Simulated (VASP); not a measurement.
# AlN (P6_3mc) in VASP: notebook, part 2 of 2

VASP 6.6.1. The steps go on from the part before.

## (3) Dielectric tensor, PBE

The input, INCAR:

```
PREC = Accurate
ENCUT = 400
EDIFF = 1E-8
ISMEAR = 0
SIGMA = 0.01
LREAL = False
LASPH = True
NELM = 100
ALGO = Normal
ISIF = 2
LWAVE = False
LCHARG = False
GGA = PE
LEPSILON = True
```

The input, KPOINTS:

```
regular mesh
0
Gamma
  9 9 5
```

The input, POSCAR:

```
AlN
1.0
    3.1130000000      0.0000000000      0.0000000000
   -1.5565000000      2.6959370820      0.0000000000
    0.0000000000      0.0000000000      4.9810000000
Al N
2 2
Direct
    0.6666666667      0.3333333333      0.5000000000
    0.3333333333      0.6666666667      0.0000000000
    0.6666666667      0.3333333333      0.8800000000
    0.3333333333      0.6666666667      0.3800000000
```

Potentials or basis: VASP PAW PBE potentials, release 64 (Al, N).

Run with:

```console
$ cat potpaw_PBE.64/Al/POTCAR potpaw_PBE.64/N/POTCAR > POTCAR
$ mpirun -np 1 vasp_std > vasp.out
```

OUTCAR:

```text
PREC = Accurate
   ENCUT = 400
   EDIFF = 1E-8
   ISMEAR = 0
   LREAL = False
   LASPH = True
   NELM = 100
   ISIF = 2
   GGA = PE
   LEPSILON = True

 Found     36 irreducible k-points:

 Following reciprocal coordinates:
            Coordinates               Weight
  0.000000  0.000000  0.000000      1.000000
  0.111111  0.000000  0.000000      6.000000
  0.222222  0.000000  0.000000      6.000000
  0.333333  0.000000  0.000000      6.000000
  0.444444  0.000000  0.000000      6.000000
  0.111111  0.111111  0.000000      6.000000
   k-points           NKPTS =     36   k-points in BZ     NKDIM =     36   number of bands    NBANDS=     12
   number of dos      NEDOS =    301   number of ions     NIONS =      4
   total plane-waves  NPLWV =  12800
   dimension x,y,z NGX =    20 NGY =   20 NGZ =   32
   dimension x,y,z NGXF=    40 NGYF=   40 NGZF=   64
   ions per type =               2   2
   NGX,Y,Z   is equivalent  to a cutoff of  10.68, 10.68, 10.68 a.u.
   NGXF,Y,Z  is equivalent  to a cutoff of  21.36, 21.36, 21.36 a.u.
 SYSTEM =  unknown system
   PREC   = accura    normal or accurate (medium, high low for compatibility)
   ISTART =      0    job   : 0-new  1-cont  2-samecut
   ICHARG =      2    charge: 1-file 2-atom 10-const
   ISPIN  =      1    spin polarized calculation?
   LNONCOLLINEAR =      F non collinear calculations
   LSORBIT =      F    spin-orbit coupling
   LASPH  =      T    aspherical Exc in radial PAW
   ENCUT  =  400.0 eV  29.40 Ry    5.42 a.u.   5.08  5.08  8.12*2*pi/ulx,y,z
   NELM   =    100;   NELMIN=  2; NELMDL= -5     # of ELM steps
   EDIFF  = 0.1E-07   stopping-criterion for ELM
   LREAL  =      F    real-space projection
   EDIFFG = 0.1E-06   stopping-criterion for IOM
   NSW    =      0    number of steps for IOM
   IBRION =     -1    ionic relax: 0-MD 1-quasi-New 2-CG
   NFREE  =      0    steps in history (QN), initial steepest desc. (CG)
   ISIF   =      2    stress and relaxation
   ISYM   =      2    0-nonsym 1-usesym 2-fastsym
   POTIM  = 0.5000    time-step for ionic-motion
[... 170 lines left out ...]

 Free energy of the ion-electron system (eV)
  ---------------------------------------------------
  ---------------------------------------------------
  free energy    TOTEN  =        -0.43877472 eV

  energy without entropy =       -0.43877472

------------------------ aborting loop because EDIFF is reached ----------------------------------------

--------------------------------------- Ionic step        2  -------------------------------------------

------------------------ aborting loop because EDIFF is reached ----------------------------------------

--------------------------------------- Ionic step        3  -------------------------------------------

 Free energy of the ion-electron system (eV)
  ---------------------------------------------------
  ---------------------------------------------------
  free energy    TOTEN  =        -0.46188372 eV

  energy without entropy =       -0.46188372

------------------------ aborting loop because EDIFF is reached ----------------------------------------

 PIEZOELECTRIC TENSOR FIELD DIRECTION 3  (e Angst)
 -----------------------------------------------------------------------------
     0.68785  0.00000  0.00000           (  0.00363  0.00000  0.00000)
     0.00000  0.68785  0.00000           (  0.00000  0.00363  0.00000)
     0.00000  0.00000 -1.03865           (  0.00000  0.00000 -0.00198)

 PIEZOELECTRIC TENSOR FIELD DIRECTION 3  (C/m^2)
 -----------------------------------------------------------------------------
     0.26363  0.00000  0.00000
     0.00000  0.26363  0.00000
     0.00000  0.00000 -0.39808

 MACROSCOPIC STATIC DIELECTRIC TENSOR (including local field effects in DFT)
 ------------------------------------------------------
           4.444830    -0.000000     0.000000
           0.000000     4.444830     0.000000
           0.000000     0.000000     4.642572
 ------------------------------------------------------

 PIEZOELECTRIC TENSOR (including local field effects)  for field in x, y, z        (e  Angst)
          XX          YY          ZZ          XY          YZ          ZX
  --------------------------------------------------------------------------------
  x     0.00000     0.00000     0.00000     0.00000     0.00000     0.89002
  y    -0.00000     0.00000     0.00000     0.00000     0.89002     0.00000
  z     0.68785     0.68785    -1.03865     0.00000     0.00000     0.00000

 PIEZOELECTRIC TENSOR (including local field effects)  for field in x, y, z        (C/m^2)
          XX          YY          ZZ          XY          YZ          ZX
  --------------------------------------------------------------------------------
  x     0.00000     0.00000     0.00000     0.00000     0.00000     0.34112
  y    -0.00000     0.00000     0.00000     0.00000     0.34112     0.00000
  z     0.26363     0.26363    -0.39808     0.00000     0.00000     0.00000

 BORN EFFECTIVE CHARGES (including local field effects) (in |e|, cummulative output)
 ---------------------------------------------------------------------------------
 ion    1
    1     2.51110     0.00000     0.00000
    2    -0.00000     2.51110    -0.00000
    3     0.00000     0.00000     2.66551
 ion    2
    1     2.51110     0.00000     0.00000
    2     0.00000     2.51110     0.00000
    3     0.00000     0.00000     2.66551
 ion    3
    1    -2.51110    -0.00000     0.00000
    2     0.00000    -2.51110    -0.00000
    3     0.00000     0.00000    -2.66551
 ion    4
    1    -2.51110     0.00000     0.00000
    2    -0.00000    -2.51110     0.00000
    3     0.00000    -0.00000    -2.66551
```

Run time: 89 s. Hardware: 1 thread of AMD EPYC 7R13 (Zen 3), shared host; peak memory 0.17 GiB.

The run converged, but some of its settings lie outside the range that counts as converged, so its numbers aren't taken as properties of the crystal.

What came out:

* Band gap on the k mesh: 4.21 eV, direct
* Electronic dielectric tensor (diagonal): 4.44, 4.44, 4.64
* Born charges (mean of the diagonal): Al +2.56; N -2.56 e

Caveat: the cutoff is under 1.25 times the usual one of these potentials, so pressure, stress and relaxed cells hold a basis-set (Pulay) error.

## (4) Dielectric tensor, PBE

Changes to INCAR since step 3:

```diff
@@ -1,3 +1,3 @@
 PREC = Accurate
-ENCUT = 400
+ENCUT = 650
 EDIFF = 1E-8
```

The input, KPOINTS:

```
regular mesh
0
Gamma
  8 8 4
```

POSCAR is that of step 3.

Potentials or basis: VASP PAW PBE potentials, release 64 (Al, N).

Run with:

```console
$ cat potpaw_PBE.64/Al/POTCAR potpaw_PBE.64/N/POTCAR > POTCAR
$ mpirun -np 1 vasp_std > vasp.out
```

OUTCAR:

```text
PREC = Accurate
   ENCUT = 650
   EDIFF = 1E-8
   ISMEAR = 0
   LREAL = False
   LASPH = True
   NELM = 100
   ISIF = 2
   GGA = PE
   LEPSILON = True

 Found     30 irreducible k-points:

 Following reciprocal coordinates:
            Coordinates               Weight
  0.000000  0.000000  0.000000      1.000000
  0.125000  0.000000  0.000000      6.000000
  0.250000  0.000000  0.000000      6.000000
  0.375000  0.000000  0.000000      6.000000
  0.500000  0.000000  0.000000      3.000000
  0.125000  0.125000  0.000000      6.000000
   k-points           NKPTS =     30   k-points in BZ     NKDIM =     30   number of bands    NBANDS=     12
   number of dos      NEDOS =    301   number of ions     NIONS =      4
   total plane-waves  NPLWV =  32928
   dimension x,y,z NGX =    28 NGY =   28 NGZ =   42
[... 236 lines left out ...]
           0.000000     4.449777     0.000000
           0.000000     0.000000     4.642128
 ------------------------------------------------------

 PIEZOELECTRIC TENSOR (including local field effects)  for field in x, y, z        (e  Angst)
          XX          YY          ZZ          XY          YZ          ZX
  --------------------------------------------------------------------------------
  x     0.00000     0.00000     0.00000     0.00000     0.00000     0.89167
  y     0.00000    -0.00000    -0.00000     0.00000     0.89167     0.00000
  z     0.68766     0.68766    -1.03931     0.00000     0.00000    -0.00000

 PIEZOELECTRIC TENSOR (including local field effects)  for field in x, y, z        (C/m^2)
          XX          YY          ZZ          XY          YZ          ZX
  --------------------------------------------------------------------------------
  x     0.00000     0.00000     0.00000     0.00000     0.00000     0.34175
  y     0.00000    -0.00000    -0.00000     0.00000     0.34175     0.00000
  z     0.26356     0.26356    -0.39834     0.00000     0.00000    -0.00000

 BORN EFFECTIVE CHARGES (including local field effects) (in |e|, cummulative output)
 ---------------------------------------------------------------------------------
 ion    1
    1     2.51536     0.00000     0.00000
    2     0.00000     2.51536     0.00000
    3     0.00000     0.00000     2.66913
 ion    2
    1     2.51536     0.00000     0.00000
    2     0.00000     2.51536     0.00000
    3    -0.00000     0.00000     2.66913
 ion    3
    1    -2.51536     0.00000    -0.00000
    2     0.00000    -2.51536     0.00000
    3     0.00000     0.00000    -2.66913
 ion    4
    1    -2.51536     0.00000     0.00000
    2     0.00000    -2.51536     0.00000
    3     0.00000     0.00000    -2.66913
```

OSZICAR:

```text
N       E                     dE             d eps       ncg     rms          rms(c)
DAV:   1     0.655217824822E+02    0.65522E+02   -0.85893E+03   720   0.142E+03
[... 13 lines left out ...]
RMM:   5    -0.461349780118E+00   -0.41038E-02   -0.22120E-04  1253   0.129E-01    0.223E-02
RMM:   6    -0.462157237056E+00   -0.80746E-03   -0.21406E-05  1284   0.372E-02    0.699E-03
RMM:   7    -0.462403427175E+00   -0.24619E-03   -0.12387E-06  1274   0.964E-03    0.277E-03
RMM:   8    -0.462515730816E+00   -0.11230E-03   -0.31184E-07  1269   0.489E-03    0.270E-04
RMM:   9    -0.462514478534E+00    0.12523E-05   -0.17122E-08  1323   0.679E-04    0.105E-04
RMM:  10    -0.462514218753E+00    0.25978E-06   -0.23241E-08  1229   0.259E-04    0.202E-05
RMM:  11    -0.462514192524E+00    0.26229E-07   -0.95503E-10   631   0.445E-05    0.759E-06
```

stdout:

```text
POSCAR found type information on POSCAR AlN
 POSCAR found :  2 types and       4 ions
 scaLAPACK will be used
 LDA part: xc-table for (Slater+PW92), standard interpolation
 POSCAR, INCAR and KPOINTS ok, starting setup
 FFT: planning ... GRIDC
 FFT: planning ... GRID_SOFT
 FFT: planning ... GRID
 WAVECAR not read
 entering main loop
 Linear response reoptimize wavefunctions to high precision
 Linear response G [H, r] |phi>, progress :
  Direction:   1
 Linear response G [H, r] |phi>, progress :
  Direction:   2
 Linear response G [H, r] |phi>, progress :
  Direction:   3
 Linear response to external field (no local field effect), progress :
  Direction:   1
 dielectric tensor                  component  1 :     4.027    -0.995    -0.254
 Linear response to external field (no local field effect), progress :
  Direction:   2
 dielectric tensor                  component  2 :    -0.995     5.153    -0.164
 Linear response to external field (no local field effect), progress :
  Direction:   3
 dielectric tensor                  component  3 :    -0.253    -0.164     4.765
 Linear response to external field, progress :
  Direction:   1
 dielectric tensor                  component  1 :     4.450    -0.294    -0.000
 Linear response to external field, progress :
  Direction:   2
 dielectric tensor                  component  2 :    -0.490     4.450    -0.000
 Linear response to external field, progress :
  Direction:   3
 dielectric tensor                  component  3 :    -0.255    -0.166     4.642
 Born effective charges drift removed
```

Run time: 2.9 min. Hardware: 1 thread of AMD EPYC 7R13 (Zen 3), shared host; peak memory 0.25 GiB.

These settings aren't checked as converged: the numbers below hold their error.

Results:

- Band gap on the k mesh: 4.22 eV, direct
- Electronic dielectric tensor (diagonal): 4.45, 4.45, 4.64
- Born charges (mean of the diagonal): Al +2.57; N -2.57 e

## (5) For comparison

An earlier run on the cell as given: functional PBE; potentials or basis VASP PAW PBE potentials, release 64 (Al, N); cutoff 520 eV; k mesh 10 × 10 × 6; occupations fermi-dirac, width 0.05 eV; no spin polarisation.

* Pressure: 3.5 GPa
* Largest force: 0.129 eV/Å
* Band gap on the k mesh: 4.22 eV, direct
